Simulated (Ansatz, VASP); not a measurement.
## BaZrO3: VASP beside Ansatz

```
CELL_PARAMETERS angstrom
4.20000 0.00000 0.00000
0.00000 4.20000 0.00000
0.00000 0.00000 4.20000
ATOMIC_POSITIONS crystal
Ba 0.00000 0.00000 0.00000
Zr 0.50000 0.50000 0.50000
O 0.50000 0.50000 0.00000
O 0.00000 0.50000 0.50000
O 0.50000 0.00000 0.50000
```

The cell was built by a generator and needn't be a form met in nature.

Alike in both runs: task single point; functional PBE; k mesh 4 × 4 × 4; occupations gaussian, width 0.1 eV; no spin polarisation.

|  | VASP | Ansatz |
| --- | --- | --- |
| version | VASP 6.6.1 | Ansatz 0.2.0 |
| potentials or method | VASP PAW PBE potentials, release 64 (Ba_sv, Zr_sv, O) | scalar-relativistic, plane waves, PAW |
| plane-wave cutoff (eV) | 520 | 420 |
| valence electrons in the cell | 40 | 40 |

|  | VASP | Ansatz | Ansatz less VASP |
| --- | --- | --- | --- |
| gap on the k mesh at the Fermi level (eV) | 3.17 | 3.23 | +0.057 |
| least direct gap on the mesh (eV) | 3.40 | 3.42 | +0.024 |
| pressure (GPa) | 4.1 | 3.1 | -1.02 |

Caveats: spin-orbit coupling is left out, which moves the levels of the heavy elements. A k mesh can miss the band edges. A hybrid or GW would open this gap; PBE tends to underestimate it.
